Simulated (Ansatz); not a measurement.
**Symmetry broken, then relaxed in Cs**

Level of theory: Ansatz, DFT PBE, scalar-relativistic, plane waves, PAW. The runs took a 420 eV cutoff, a Γ-centred 8×8×8 mesh and Gaussian smearing (0.15 eV). No spin polarisation. Energies are free energies at this smearing, counted from the undisturbed cell; pressure is positive in compression.

The starting cell (relaxed at this level; this fcc form isn't the usual structure):

```xyz
1
Lattice="0.0000 3.8858 3.8858 3.8858 0.0000 3.8858 3.8858 3.8858 0.0000" Properties=species:S:1:pos:R:3 pbc="T T T"
Cs    0.0000    0.0000    0.0000
```

The cell is strained by (-0.0110, -0.0268, 0.0378, 0.0466, 0.1022, 0.0142) (xx, yy, zz, yz, xz, xy; engineering shear). Cell and atoms are then relaxed.

Problem. Does the relaxation return to the undisturbed structure?

Solution. No. It ends 0.2 meV/atom above it, nearly level but in another symmetry or volume. The disturbance itself cost 5.6 meV/atom. The final space group reads Fmmm (tolerance 0.05 Å) and the volume changes by 1.14 %.

Final structure:

```
CELL_PARAMETERS angstrom
-0.00801 3.81102 4.01791
3.87903 -0.01762 4.02830
3.86050 3.80042 0.01423
ATOMIC_POSITIONS crystal
Cs 0.00000 0.00000 0.00000
```

The relaxation, step by step (energy from the first step; small jumps at an unchanged geometry come where the plane waves are selected anew for the new cell):

| step | ΔE (meV/atom) | largest force component (eV/Å) | pressure (GPa) |
| --- | --- | --- | --- |
| 1 | 0.0 | 0.000 | 0.03 |
| 2 | -0.4 | 0.000 | 0.02 |
| 3 | -5.3 | 0.000 | -0.01 |
| 4 | -5.4 | 0.000 | -0.01 |
| 5 | -5.4 | 0.000 | -0.01 |

Frames along the relaxation (Å, eV/Å):

```xyz
1
Lattice="0.226 3.872 4.123 4.042 0.118 4.232 3.871 3.809 0.289" Properties=species:S:1:pos:R:3:forces:R:3 pbc="T T T" step=1
Cs    0.000    0.000    0.000    0.000    0.000    0.000
1
Lattice="0.217 3.870 4.120 4.035 0.112 4.224 3.870 3.809 0.278" Properties=species:S:1:pos:R:3:forces:R:3 pbc="T T T" step=2
Cs    0.000    0.000    0.000    0.000    0.000    0.000
1
Lattice="0.022 3.820 4.035 3.902 -0.001 4.058 3.862 3.802 0.050" Properties=species:S:1:pos:R:3:forces:R:3 pbc="T T T" step=3
Cs    0.000    0.000    0.000    0.000    0.000    0.000
1
Lattice="-0.008 3.811 4.018 3.879 -0.018 4.028 3.861 3.800 0.014" Properties=species:S:1:pos:R:3:forces:R:3 pbc="T T T" step=4
Cs    0.000    0.000    0.000    0.000    0.000    0.000
1
Lattice="-0.008 3.811 4.018 3.879 -0.018 4.028 3.861 3.800 0.014" Properties=species:S:1:pos:R:3:forces:R:3 pbc="T T T" step=5
Cs    0.000    0.000    0.000    0.000    0.000    0.000
```

Cost: 3 runs of about 1.8 core-minutes in all, on Arm Neoverse V1 (shared hosts).